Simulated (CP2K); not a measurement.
# Ba (Im-3m) in CP2K: a series of runs

Runs on Ba. Level: LDA. Tasks: single point, equation of state.

Program: CP2K 2026.2. These are calculated values, not measurements. Logs are shortened: lines on timing, memory, paths and dates and some standing lists are left out, and cuts for length are marked.

## 1. The structure

It takes space group Im-3m (No. 229, cubic). Conventional cell: a = 5.013 Å, b = 5.013 Å, c = 5.013 Å, α = 90.00°, β = 90.00°, γ = 90.00°. Around Ba (site symmetry m-3m) lie 8 Ba at 4.34 Å.

## 2. Single point, LDA, 62.99 Å³/atom

File ba_eos.inp:

```
&GLOBAL
  PROJECT ba_eos
  RUN_TYPE ENERGY_FORCE
  PRINT_LEVEL LOW
&END GLOBAL
&FORCE_EVAL
  METHOD QS
  STRESS_TENSOR ANALYTICAL
  &DFT
    BASIS_SET_FILE_NAME BASIS_MOLOPT_UZH
    POTENTIAL_FILE_NAME GTH_POTENTIALS
    &MGRID
      CUTOFF 450
      REL_CUTOFF 60
      NGRIDS 5
    &END MGRID
    &QS
      METHOD GPW
      EPS_DEFAULT 1.0E-9
    &END QS
    &KPOINTS
      SCHEME MONKHORST-PACK 8 8 8
      GAMMA_CENTERED T
      SYMMETRY T
      SYMMETRY_BACKEND SPGLIB
    &END KPOINTS
    &SCF
      SCF_GUESS ATOMIC
      EPS_SCF 1.0E-6
      MAX_SCF 100
      ADDED_MOS 8
      CHOLESKY OFF
      EPS_EIGVAL 1.0E-7
      &DIAGONALIZATION ON
        ALGORITHM STANDARD
      &END DIAGONALIZATION
      &MIXING ON
        METHOD BROYDEN_MIXING
        ALPHA 0.4
        BETA 1.5
        NBUFFER 8
      &END MIXING
      &SMEAR ON
        METHOD FERMI_DIRAC
        ELECTRONIC_TEMPERATURE [K] 300.557
      &END SMEAR
    &END SCF
    &XC
      &XC_FUNCTIONAL
        &LDA_X
        &END LDA_X
        &LDA_C_PW
        &END LDA_C_PW
      &END XC_FUNCTIONAL
    &END XC
    &PRINT
      &KPOINTS ON
      &END KPOINTS
      &MULLIKEN ON
      &END MULLIKEN
      &MO ON
        ENERGIES T
        OCCUPATION_NUMBERS T
        &EACH
          QS_SCF 0
        &END EACH
        ADD_LAST NUMERIC
      &END MO
    &END PRINT
  &END DFT
  &SUBSYS
    &CELL
      A 4.3413853492 0.0000000000 0.0000000000
      B -1.4471284497 4.0930973602 0.0000000000
      C -1.4471284497 -2.0465486801 3.5447262941
      PERIODIC XYZ
    &END CELL
    &COORD
      SCALED
      Ba  0.0000000000 0.0000000000 0.0000000000
    &END COORD
    &KIND Ba
      BASIS_SET TZVP-MOLOPT-PBE-GTH-q10
      POTENTIAL GTH-PADE-q10
    &END KIND
    &PRINT
      &ATOMIC_COORDINATES ON
      &END ATOMIC_COORDINATES
      &CELL ON
      &END CELL
    &END PRINT
  &END SUBSYS
  &PRINT
    &FORCES ON
    &END FORCES
    &STRESS_TENSOR ON
    &END STRESS_TENSOR
  &END PRINT
&END FORCE_EVAL
```

Potentials or basis: GTH_POTENTIALS Ba GTH-PADE-q10; TZVP-MOLOPT-PBE-GTH basis.

On the command line:

```console
$ OMP_NUM_THREADS=1 cp2k.psmp -i ba_eos.inp -o ba_eos.out
```

ba_eos.out:

```text

 CP2K| version string:                                       CP2K version 2026.2
 CP2K| Input file name                                                ba_eos.inp

 GLOBAL| Force Environment number                                              1
 GLOBAL| Basis set file name                                    BASIS_MOLOPT_UZH
 GLOBAL| Potential file name                                      GTH_POTENTIALS
 GLOBAL| MM Potential file name                                     MM_POTENTIAL
 GLOBAL| Coordinate file name                                      __STD_INPUT__
 GLOBAL| Method name                                                        CP2K
 GLOBAL| Project name                                                     ba_eos
 GLOBAL| Run type                                                   ENERGY_FORCE
 GLOBAL| FFT library                                                       FFTW3
[... 6 lines left out ...]
 GLOBAL| Total number of message passing processes                             1
 GLOBAL| Number of threads for this process                                    1
 GLOBAL| CPU model name                                                  UNKNOWN

 CELL| Volume [angstrom^3]:                                            62.988769
 CELL| Vector a [angstrom]:       4.341     0.000     0.000   |a| =     4.341385
 CELL| Vector b [angstrom]:      -1.447     4.093     0.000   |b| =     4.341385
 CELL| Vector c [angstrom]:      -1.447    -2.047     3.545   |c| =     4.341385
 CELL| Angle (b,c), alpha [degree]:                                   109.471221
 CELL| Angle (a,c), beta  [degree]:                                   109.471221
 CELL| Angle (a,b), gamma [degree]:                                   109.471221
 CELL| Numerically orthorhombic:                                              NO
 CELL| Periodicity                                                           XYZ

 CELL_REF| Volume [angstrom^3]:                                        62.988769
 CELL_REF| Vector a [angstrom     4.341     0.000     0.000   |a| =     4.341385
 CELL_REF| Vector b [angstrom    -1.447     4.093     0.000   |b| =     4.341385
 CELL_REF| Vector c [angstrom    -1.447    -2.047     3.545   |c| =     4.341385
 CELL_REF| Angle (b,c), alpha [degree]:                               109.471221
 CELL_REF| Angle (a,c), beta  [degree]:                               109.471221
 CELL_REF| Angle (a,b), gamma [degree]:                               109.471221
 CELL_REF| Numerically orthorhombic:                                          NO
 CELL_REF| Periodicity                                                       XYZ
[... 9 lines left out ...]
 TOTAL NUMBERS AND MAXIMUM NUMBERS

  Total number of            - Atomic kinds:                                   1
                             - Atoms:                                          1
                             - Shell sets:                                     1
                             - Shells:                                         9
                             - Primitive Cartesian functions:                  6
                             - Cartesian basis functions:                     32
                             - Spherical basis functions:                     27

  Maximum angular momentum of- Orbital basis functions:                        3
                             - Local part of the GTH pseudopotential:          2
                             - Non-local part of the GTH pseudopotential:      3

 MODULE QUICKSTEP: ATOMIC COORDINATES IN ANGSTROM

   Atom Kind Element         X             Y             Z       Z(eff)     Mass
      1    1 Ba   56      0.000000      0.000000      0.000000  10.0000 137.3270

 SCF PARAMETERS         Density guess:                                    ATOMIC
                        --------------------------------------------------------
                        max_scf:                                             100
[... 7 lines left out ...]
                        --------------------------------------------------------
                        level_shift [a.u.]:                             0.000000
                        added MOs                                         8    0
                        --------------------------------------------------------
                        Mixing method:                            BROYDEN_MIXING
                                                charge density mixing in g-space
                        --------------------------------------------------------
                        Smear method:                                FERMI_DIRAC
                        Electronic temperature [K]:                        300.6
                        Electronic temperature [a.u.]:                  9.52E-04
                        Accuracy threshold:                             1.00E-10
                        --------------------------------------------------------
[... 12 lines left out ...]
 BRILLOUIN| Wavefunction type                                            COMPLEX
 BRILLOUIN| List of Kpoints [2 Pi/Bohr]                                       29
 BRILLOUIN| Number           Weight            X              Y              Z
 BRILLOUIN|     1           0.01562       -0.37500       -0.37500       -0.37500
 BRILLOUIN|     2           0.04688       -0.37500       -0.37500       -0.25000
 BRILLOUIN|     3           0.02344       -0.37500       -0.37500       -0.12500
 BRILLOUIN|     4           0.04688       -0.37500       -0.37500        0.25000
 BRILLOUIN|     5           0.01172       -0.37500       -0.37500        0.37500
 BRILLOUIN|     6           0.04688       -0.37500       -0.25000       -0.25000
[... 21 lines left out ...]
 BRILLOUIN|    28           0.01172        0.00000        0.00000        0.50000
 BRILLOUIN|    29           0.00195        0.50000        0.50000        0.50000
 *******************************************************************************

 Extrapolation method: initial_guess

 Number of electrons:                                                         10
 Number of occupied orbitals:                                                  5
 Number of molecular orbitals:                                                13

 Number of orbital functions:                                                 27
 Number of independent orbital functions:                                     27

 SCF WAVEFUNCTION OPTIMIZATION

  Step     Update method      Time    Convergence         Total energy    Change
  ------------------------------------------------------------------------------
     1 NoMix/Diag. 0.40E+00    2.1     0.88668107       -25.7243234874 -2.57E+01
     2 Broy./Diag. 0.40E+00    2.4     0.00374482       -25.6425706841  8.18E-02
     3 Broy./Diag. 0.40E+00    2.4     0.01089516       -25.5850108797  5.76E-02
     4 Broy./Diag. 0.40E+00    2.4     0.00066560       -25.5815822697  3.43E-03
     5 Broy./Diag. 0.40E+00    2.4     0.00058848       -25.5837346281 -2.15E-03
     6 Broy./Diag. 0.40E+00    2.4     0.00046087       -25.5856983738 -1.96E-03
     7 Broy./Diag. 0.40E+00    2.4     0.00011510       -25.5849849864  7.13E-04
     8 Broy./Diag. 0.40E+00    2.5     0.00023484       -25.5838822215  1.10E-03
     9 Broy./Diag. 0.40E+00    2.4     0.00001709       -25.5834929953  3.89E-04
    10 Broy./Diag. 0.40E+00    2.4     0.00000997       -25.5834403768  5.26E-05
    11 Broy./Diag. 0.40E+00    2.4     0.00000078       -25.5834314863  8.89E-06

  *** SCF run converged in    11 steps ***

  Electronic density on regular grids:        -10.0000000000        0.0000000000
  Core density on regular grids:                9.9999999877       -0.0000000123
  Total charge density on r-space grids:       -0.0000000123
  Total charge density g-space grids:          -0.0000000123

  Overlap energy of the core charge distribution:               0.00000000000000
  Self energy of the core charge distribution:                -52.23977625442188
  Core Hamiltonian energy:                                      9.97126988996935
  Hartree energy:                                              20.30005805965396
  Exchange-correlation energy:                                 -3.61489309959194
  Electronic entropic energy:                                  -0.00009008197736
  Fermi energy:                                                 0.16395454726022

  Total energy:                                               -25.58343148633219
  Total energy (extrapolated to T->0):                        -25.58338644534351

 MO| EIGENVALUES AND OCCUPATION NUMBERS FOR K POINT 1
 MO|
 MO|  Index      Eigenvalue [a.u.]        Eigenvalue [eV]             Occupation
 MO|      1              -0.908363             -24.717805               2.000000
 MO|      2              -0.359146              -9.772847               2.000000
 MO|      3              -0.359146              -9.772847               2.000000
 MO|      4              -0.350216              -9.529873               2.000000
 MO|      5               0.176420               4.800620               0.000004
 MO|      6               0.176420               4.800621               0.000004
 MO|      7               0.182476               4.965412               0.000000
 MO|      8               0.288309               7.845278               0.000000
 MO|      9               0.288309               7.845278               0.000000
 MO|     10               0.349374               9.506961               0.000000
 MO|     11               0.408182              11.107204               0.000000
 MO|     12               0.408182              11.107206               0.000000
 MO|     13               0.536097              14.587940               0.000000
[... 238 lines left out ...]
 MO|      3              -0.349040              -9.497853               2.000000
 MO|      4              -0.349040              -9.497853               2.000000
 MO|      5               0.118090               3.213388               2.000000
 MO|      6               0.195348               5.315701               0.000000
 MO|      7               0.195348               5.315701               0.000000
 MO|      8               0.286938               7.807981               0.000000
 MO|      9               0.286938               7.807981               0.000000
 MO|     10               0.303817               8.267285               0.000000
 MO|     11               0.463748              12.619228               0.000000
 MO|     12               0.491652              13.378519               0.000000
 MO|     13               0.491652              13.378521               0.000000
 MO| Sum:                                                              10.000000
 MO| E(Fermi):            0.163955 a.u.          4.461430 eV
 MO| Band gap:            0.077259 a.u.          2.102313 eV

 [... the levels of further k-points ...]

 !-----------------------------------------------------------------------------!
                     Mulliken Population Analysis

 #  Atom  Element  Kind  Atomic population                           Net charge
       1     Ba       1         10.000000                              0.000000
 # Total charge                             10.000000                  0.000000

 !-----------------------------------------------------------------------------!

 ENERGY| Total FORCE_EVAL ( QS ) energy [hartree]            -25.583431612663002

 FORCES| Atomic forces [hartree/bohr]
 FORCES|   Atom     x               y               z               |f|
 FORCES|      1 -4.03364203E-15  4.98271546E-15 -5.19659433E-16   6.43177793E-15
 FORCES| Sum    -4.03364203E-15  4.98271546E-15 -5.19659433E-16
 FORCES| Total atomic force                                       6.43177793E-15

 STRESS| Analytical stress tensor [bar]
 STRESS|                        x                   y                   z
 STRESS|      x       -1.28952454091E+04   7.43036983387E-03   3.30551523255E-03
 STRESS|      y        7.43036983387E-03  -1.28952503560E+04  -4.29701962827E-03
 STRESS|      z        3.30551523255E-03  -4.29701962827E-03  -1.28952574297E+04
 STRESS| 1/3 Trace                                            -1.28952510649E+04
 STRESS| Determinant                                          -2.14431906182E+12

 STRESS| Eigenvectors and eigenvalues of the analytical stress tensor [bar]
 STRESS|                        1                   2                   3
 STRESS| Eigenvalues  -1.28952620587E+04  -1.28952510866E+04  -1.28952400495E+04
 STRESS|      x          -0.384530988789     -0.436735995214      0.813263542245
 STRESS|      y           0.523359590260      0.622583064093      0.581794695393
 STRESS|      z           0.760414793349     -0.649347363734      0.010832509732
```

It took 34 s on 1 thread of Arm Neoverse V1, shared host; peak memory 0.31 GiB.

What came out:

| Item | Value |
| --- | --- |
| Free energy | -696.1606 eV |
| Pressure | -1.3 GPa |
| Band gap on the k mesh | none (metal or under the smearing width) |

Caveat: the basis of atomic orbitals isn't converged, which shifts pressures, moduli and gaps.

[end of part 1 of 2]
